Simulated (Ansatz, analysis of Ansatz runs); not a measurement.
**Optical absorption band of the F+ centre in corundum (HSE06 with 0.32 exact exchange on PBE structures)**

Aim: the optical absorption band of the F+ centre in corundum, to be set beside the measurement. Set-up: HSE06 with 0.32 exact exchange on PBE structures, 120-site cell, PBE lattice, 420 eV, k: the zone centre alone. The model is a cell of 120 host atoms with 1 O taken out. The excitation energy is a difference of total energies with one electron moved up within one spin channel. The share of exact exchange is raised towards the value that wide-gap hosts need.

**The experiment.** Vertical absorption energy (lower of two bands): 4.8 eV, by optical absorption (radiation-induced, RIOA) at RT, neutron-irradiated crystal (quoted in “Detection of hidden oxygen interstitials in neutron-irradiated corundum crystals”, 2022, A. Lushchik et al., quoting earlier work (1977)). The runs below try to reproduce this.

Main program and level: Ansatz 0.2.0; plane-wave PAW DFT, PBE; relaxation of all atoms of a defect supercell.

Most raw output is cut from this account.

## 1. Starting point

The cell holds 119 atoms: 48 Al and 71 O. Cell: a = 9.617 Å, b = 9.617 Å, c = 13.124 Å, α = 90.0°, β = 90.0°, γ = 120.0°. It derives from Al2O3 (space group R-3c). Nearest the centre at fractional (0.320, 0.486, 0.417): Al90 at 1.87 Å, Al35 at 1.87 Å, Al11 at 1.99 Å, Al8 at 1.99 Å, O26 at 2.55 Å, O22 at 2.55 Å, O49 at 2.65 Å, O21 at 2.65 Å. The cell carries charge +1.

The host's primitive cell comes from a first run (plane-wave PAW DFT, PBE; relaxation of the host's cell and atoms): vectors of 5.181, 5.181 and 5.181 Å. That is 8.76 Å³ an atom, 3.0 % over the diffraction cell's volume. The supercell is built on it.

## 2. Relaxation, charge +1

Every later number rests on the structure around the defect, so the atoms are relaxed at the host's lattice first.

The input, relax/input.yaml:

```yaml
relax:
  f_tol: 0.02
  max_steps: 80
  escape_saddle: false
crystal:
  lattice:
    - [9.61742617, 0.0, 0.0]
    - [-4.80871309, 8.32893538, 0.0]
    - [0.0, 0.0, 13.12350532]
  atoms:
    - { symbol: Al, position: [0.0, 0.0, 0.352145472] }
    - { symbol: Al, position: [0.166666667, 0.333333333, 0.018812139] }
[... 3 atom lines left out ...]
    - { symbol: Al, position: [0.333333333, 0.166666667, 0.481187861] }
[... 1 atom line left out ...]
    - { symbol: Al, position: [0.166666667, 0.333333333, 0.314521194] }
[... 2 atom lines left out ...]
    - { symbol: Al, position: [0.166666667, 0.333333333, 0.518812139] }
    - { symbol: Al, position: [0.333333333, 0.166666667, 0.185478806] }
[... 2 atom lines left out ...]
    - { symbol: O, position: [0.486419151, 0.166666667, 0.583333333] }
    - { symbol: O, position: [0.0, 0.153085818, 0.25] }
[... 1 atom line left out ...]
    - { symbol: O, position: [0.333333333, 0.319752485, 0.583333333] }
[... 1 atom line left out ...]
    - { symbol: O, position: [0.180247515, 0.013580849, 0.583333333] }
    - { symbol: O, position: [0.346914182, 0.346914182, 0.25] }
    - { symbol: O, position: [0.013580849, 0.333333333, 0.416666667] }
[... 3 atom lines left out ...]
    - { symbol: O, position: [0.166666667, 0.180247515, 0.416666667] }
[... 3 atom lines left out ...]
    - { symbol: Al, position: [0.0, 0.5, 0.352145472] }
[... 1 atom line left out ...]
    - { symbol: Al, position: [0.333333333, 0.666666667, 0.685478806] }
[... 2 atom lines left out ...]
    - { symbol: Al, position: [0.333333333, 0.666666667, 0.481187861] }
    - { symbol: Al, position: [0.0, 0.5, 0.647854528] }
    - { symbol: Al, position: [0.166666667, 0.833333333, 0.314521194] }
[... 2 atom lines left out ...]
    - { symbol: Al, position: [0.166666667, 0.833333333, 0.518812139] }
    - { symbol: Al, position: [0.333333333, 0.666666667, 0.185478806] }
    - { symbol: O, position: [0.153085818, 0.5, 0.25] }
[... 1 atom line left out ...]
    - { symbol: O, position: [0.486419151, 0.666666667, 0.583333333] }
[... 2 atom lines left out ...]
    - { symbol: O, position: [0.333333333, 0.819752485, 0.583333333] }
[... 1 atom line left out ...]
    - { symbol: O, position: [0.180247515, 0.513580849, 0.583333333] }
    - { symbol: O, position: [0.346914182, 0.846914182, 0.25] }
[... 2 atom lines left out ...]
    - { symbol: O, position: [0.346914182, 0.5, 0.75] }
[... 1 atom line left out ...]
    - { symbol: O, position: [0.166666667, 0.680247515, 0.416666667] }
    - { symbol: O, position: [0.333333333, 0.513580849, 0.083333333] }
[... 3 atom lines left out ...]
    - { symbol: Al, position: [0.5, 0.0, 0.352145472] }
[... 4 atom lines left out ...]
    - { symbol: Al, position: [0.833333333, 0.166666667, 0.481187861] }
[... 1 atom line left out ...]
    - { symbol: Al, position: [0.666666667, 0.333333333, 0.314521194] }
[... 2 atom lines left out ...]
    - { symbol: Al, position: [0.666666667, 0.333333333, 0.518812139] }
[... 3 atom lines left out ...]
    - { symbol: O, position: [0.986419151, 0.166666667, 0.583333333] }
[... 5 atom lines left out ...]
    - { symbol: O, position: [0.846914182, 0.346914182, 0.25] }
    - { symbol: O, position: [0.513580849, 0.333333333, 0.416666667] }
[... 8 atom lines left out ...]
    - { symbol: Al, position: [0.5, 0.5, 0.352145472] }
[... 2 atom lines left out ...]
    - { symbol: Al, position: [0.5, 0.5, 0.147854528] }
[... 1 atom line left out ...]
    - { symbol: Al, position: [0.833333333, 0.666666667, 0.481187861] }
    - { symbol: Al, position: [0.5, 0.5, 0.647854528] }
    - { symbol: Al, position: [0.666666667, 0.833333333, 0.314521194] }
[... 2 atom lines left out ...]
    - { symbol: Al, position: [0.666666667, 0.833333333, 0.518812139] }
[... 1 atom line left out ...]
    - { symbol: O, position: [0.653085818, 0.5, 0.25] }
[... 2 atom lines left out ...]
    - { symbol: O, position: [0.5, 0.653085818, 0.25] }
[... 3 atom lines left out ...]
    - { symbol: O, position: [0.680247515, 0.513580849, 0.583333333] }
[... 1 atom line left out ...]
    - { symbol: O, position: [0.513580849, 0.833333333, 0.416666667] }
[... 3 atom lines left out ...]
    - { symbol: O, position: [0.666666667, 0.680247515, 0.416666667] }
[... 3 atom lines left out ...]
    - { symbol: O, position: [0.986419151, 0.819752485, 0.083333333] }
total_charge: 1
basis:
  ecutwfc: 420
  xc_grid: 2
hamiltonian:
  xc: pbe
kpoints:
  mp_grid: { grid: [1, 1, 1] }
magnetization:
  spin_polarized: true
  initial_magnetization: 1
  spin_locking: { lock_magnetization: hard }
scf:
  occupations: { method: fermi_dirac, width: 0.01 }
  max_iter: 120
output:
  forces: true
checkpoint:
  write: "../relax.run"
  compress: false
  write_wavefunctions: true
  write_every: 100000
```

Command:

```bash
$ ansatz run input.yaml --threads 4 --pin off --max-ram 7536MiB --backend cpu --events-out ev --progress --plain --runs-dir out
```

It took 80 s on 4 threads of Arm Neoverse V2, shared host; peak memory 2.6 GiB; 5.2 min of CPU time.

The steps of the relaxation:

```tsv
step	energy less that of the first step (eV)	largest force component (eV/Å)
1	0.0000	1.9297
2	-0.6871	0.6137
3	-0.8369	0.1564
4	-0.8464	0.0176
5	-0.8464	0.0177
```

Forces are held to the 2 operations that the run works with; a distortion that breaks them can't arise in this run.

The atoms that moved most (Å):

```tsv
atom	dx	dy	dz	length
Al35	-0.041	0.093	0.072	0.125
Al90	0.101	0.011	-0.072	0.125
Al8	-0.028	-0.071	-0.069	0.103
Al11	-0.048	-0.060	0.069	0.103
O22	0.058	0.029	0.006	0.065
O26	-0.004	0.064	-0.006	0.065
O42	0.039	-0.001	0.037	0.053
O18	-0.020	0.033	-0.037	0.053
```

Neighbours of the ideal centre at the end:

```tsv
atom	distance (Å)
Al90	1.998
Al35	1.998
Al11	2.094
Al8	2.094
O26	2.486
O22	2.486
O49	2.619
O21	2.619
```

Numbers from this step:

| Item | Value |
| --- | --- |
| free energy | -66273.4979 eV |
| total moment | 1 μB |
| integral of the absolute spin density | 1.043 μB |
| spin contamination | 0.002241 |

## 3. Ground state

Both spins' levels are needed to pick the two between which the electron moves, so the ground state is solved with empty bands.

This step: plane-wave PAW DFT, HSE06 form with 0.32 exact exchange; single point of a defect supercell on the structure relaxed with PBE.

The input, ground/input.yaml:

```yaml
crystal:
  lattice:
    - [9.61742617, 0.0, 0.0]
    - [-4.80871309, 8.32893538, 0.0]
    - [0.0, 0.0, 13.12350532]
  atoms:
    - { symbol: Al, position: [-0.000806675, -0.001729393, 0.35176192] }
    - { symbol: Al, position: [0.166344812, 0.332890329, 0.018572416] }
[... 5 atom lines left out ...]
    - { symbol: Al, position: [0.159489074, 0.324784222, 0.309234098] }
[... 2 atom lines left out ...]
    - { symbol: Al, position: [0.158117556, 0.32615574, 0.524099235] }
[... 6 atom lines left out ...]
    - { symbol: O, position: [0.333250119, 0.323715656, 0.580511868] }
[... 2 atom lines left out ...]
    - { symbol: O, position: [0.346952274, 0.348330323, 0.251807129] }
    - { symbol: O, position: [0.021314844, 0.336803379, 0.417147889] }
[... 3 atom lines left out ...]
    - { symbol: O, position: [0.170136713, 0.187981511, 0.416185445] }
[... 8 atom lines left out ...]
    - { symbol: Al, position: [0.334681493, 0.677866733, 0.486657648] }
[... 6 atom lines left out ...]
    - { symbol: O, position: [0.157048989, 0.499916786, 0.252821465] }
[... 1 atom line left out ...]
    - { symbol: O, position: [0.484849378, 0.666188998, 0.581511517] }
[... 4 atom lines left out ...]
    - { symbol: O, position: [0.181663656, 0.513618941, 0.581526205] }
[... 40 atom lines left out ...]
    - { symbol: Al, position: [0.511200066, 0.50134816, 0.346675686] }
[... 14 atom lines left out ...]
    - { symbol: O, position: [0.499522331, 0.651516044, 0.251821816] }
[... 13 atom lines left out ...]
    - { symbol: O, position: [0.986577168, 0.819158487, 0.083444805] }
total_charge: 1
basis:
  ecutwfc: 420
  xc_grid: 2
hamiltonian:
  xc: { preset: hse06, exx: 0.32 }
kpoints:
  mp_grid: { grid: [1, 1, 1] }
magnetization:
  spin_polarized: true
  initial_magnetization: 1
  spin_locking: { lock_magnetization: hard }
scf:
  occupations: { method: fermi_dirac, width: 0.01 }
  max_iter: 120
  n_extra_bands: 20
  lower_state_search: "off"
output:
  forces: true
  eigenvalues: true
checkpoint:
  read: "../relax.run"
  write: "../ground.run"
  compress: false
  write_wavefunctions: true
  write_every: 100000
```

The job ended after 7.1 min (4 threads; peak memory 4 GiB).

This step gave:

```
free energy                           : -66294.2579 eV
total moment                          : 1 μB
integral of the absolute spin density : 1.060 μB
spin contamination                    : 0.001420
```

## 4. Ground state at the level of the structure

The ground state is solved at the level of the structure too, which shows how far its levels are spread.

This step: plane-wave PAW DFT, PBE; single point of a defect supercell.

ground_geo/input.yaml, as its differences from ground/input.yaml of step 3:

```diff
@@ -38,3 +38,3 @@
 hamiltonian:
-  xc: { preset: hse06, exx: 0.32 }
+  xc: pbe
 kpoints:
@@ -53,5 +53,6 @@
   eigenvalues: true
+  eigenstates: { localisation: true }
 checkpoint:
   read: "../relax.run"
-  write: "../ground.run"
+  write: "../ground_geo.run"
   compress: false
```

The job ended after 12 s (4 threads; peak memory 2 GiB; 47 s of CPU time).

This step gave:

* free energy: -66273.4979 eV
* total moment: 1 μB
* integral of the absolute spin density: 1.043 μB
* spin contamination: 0.002241

States next to the filling edge at the first k-point, on the run's own zero (eigenstates.tsv). The participation number counts the atoms that a state is spread over, of 119; bands count from 0.

```tsv
spin	band	energy (eV)	occupation	participation	largest share on	share
down	278	7.080	1.00	44.6	O58	0.05
down	279	7.118	1.00	54.0	O27	0.03
down	280	7.119	1.00	52.2	O52	0.04
down	281	7.266	1.00	57.0	O14	0.03
down	282	7.266	1.00	50.5	O48	0.04
down	283	7.268	1.00	66.1	O108	0.03
down	284	11.120	0.00	11.7	Al35	0.17
down	285	13.412	0.00	114.0	Al35	0.02
down	286	14.396	0.00	40.4	Al35	0.08
down	287	14.857	0.00	99.3	Al6	0.02
down	288	14.935	0.00	18.2	Al35	0.15
up	279	7.115	1.00	53.6	O27	0.03
up	280	7.115	1.00	51.6	O52	0.04
up	281	7.263	1.00	67.4	O14	0.03
up	282	7.265	1.00	49.8	O48	0.04
up	283	7.266	1.00	58.1	O108	0.03
up	284	9.617	1.00	10.5	Al35	0.18
up	285	13.328	0.00	117.4	O108	0.01
up	286	13.850	0.00	9.9	Al35	0.20
up	287	14.483	0.00	12.6	Al8	0.14
up	288	14.593	0.00	53.7	Al35	0.06
up	289	14.834	0.00	100.6	O58	0.02
```

Under PBE at the zone centre alone, the highest filled state is spin up, spread over 10 of 119 atoms, and the lowest empty one, 1.50 eV above it, is spin down, spread over 12 of 119 atoms.

The atoms' spheres hold 0.26 of the 1 μB, none over 0.03 μB.

## 5. Excited state at the ground state's structure

One electron is moved to the upper level and held there by its overlap; at the ground state's structure the energy difference is the vertical absorption.

This step: plane-wave PAW DFT, HSE06 form with 0.32 exact exchange; single point of a defect supercell on the structure relaxed with PBE.

excited/input.yaml, as its differences from ground_geo/input.yaml of step 4:

```diff
@@ -38,3 +38,3 @@
 hamiltonian:
-  xc: pbe
+  xc: { preset: hse06, exx: 0.32 }
 kpoints:
@@ -46,4 +46,9 @@
 scf:
-  occupations: { method: fermi_dirac, width: 0.01 }
-  max_iter: 120
+  occupations:
+    method: fermi_dirac
+    width: 0.01
+    excite:
+      from: { channel: up, k: 0, band: v1, track: overlap }
+      to: { channel: up, k: 0, band: c1, track: overlap }
+  max_iter: 150
   n_extra_bands: 20
@@ -52,7 +57,5 @@
   forces: true
-  eigenvalues: true
-  eigenstates: { localisation: true }
 checkpoint:
-  read: "../relax.run"
-  write: "../ground_geo.run"
+  read: "../ground.run"
+  write: "../excited.run"
   compress: false
```

Elapsed: 21 min, on 4 threads; peak memory 3.9 GiB.

Numbers from this step:

```yaml
free_energy: -66289.0327 eV
total_moment: 1 μB
integral_of_the_absolute_spin_density: 1.089 μB
spin_contamination: 0.002758
```

## 6. Outcome

The level that takes the electron spreads over a large part of the cell (117 of 119 atoms): it is diffuse or a band state, and this cell can't show whether it is bound to the centre. For the record: Vertical absorption energy: computed 5.23 eV, measured 4.8 eV (lower of two bands); 0.43 eV above the measurement.

[Logs are printed without paths, hosts, clocks, repeated set-up lines and the standing remarks that a program may print on its own settings, such as how far it seeks lower states.]

[Hosts, paths, dates, database ids (printed as entryN), source tags and the programs' standing remarks are cut or masked in the printed files.]

[For some hosts the program warned that the k-mesh of the response run may be too coarse for force constants and the static dielectric constant; such warnings are not shown here.]
